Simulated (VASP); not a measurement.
Wanted: the native input for a VASP 6.6.1 run.

```yaml
Task: vibrations by finite differences
Functional: r2SCAN
Potentials_or_basis: VASP PAW PBE potentials, release 64 (Pb_d, S)
Cutoff: 520 eV
k_mesh: 10 × 10 × 10
Occupations: gaussian, width 0.02 eV
Spin: no spin polarisation
Further_INCAR_settings: ALGO = Normal; EDIFF = 1e-08; IBRION = 6; POTIM = 0.015; NSW = 1
```

The structure of PbS lies in POSCAR:

```
PbS                                     
1.0
    0.0000000000      2.9867848686      2.9867848686
    2.9867848686      0.0000000000      2.9867848686
    2.9867848686      2.9867848686      0.0000000000
  Pb              S             
     1     1
Direct
     0.0000000000000000    0.0000000000000000    0.0000000000000000
     0.5000000000000000    0.5000000000000000    0.5000000000000000
```

One way to write it, as run:

INCAR

```
SYSTEM = PbS
ALGO = Normal
EDIFF = 1E-8
ENCUT = 520
IBRION = 6
ISIF = 2
ISMEAR = 0
LASPH = .TRUE.
LCHARG = .FALSE.
LMIXTAU = .TRUE.
LREAL = .FALSE.
LWAVE = .FALSE.
METAGGA = R2SCAN
NELM = 80
NFREE = 2
NSW = 1
POTIM = 0.015
PREC = Accurate
SIGMA = 0.02
```

KPOINTS

```
k-points
0
G
  10 10 10
  0 0 0
```

Potentials or basis: VASP PAW PBE potentials, release 64 (Pb_d, S).

Run with:

```console
$ cat potpaw_PBE.64/Pb_d/POTCAR potpaw_PBE.64/S/POTCAR > POTCAR
$ mpirun -np 1 vasp_std > vasp.out
```

Results of the run:

```
Highest phonon frequency at Γ, LO-TO splitting left out : 46 cm⁻¹
```

It took 11 min on 1 thread of Intel(R) Xeon(R) Platinum 8259CL CPU @ 2.50GHz (Skylake/Cascade Lake) (shared host), peak memory 0.28 GiB.
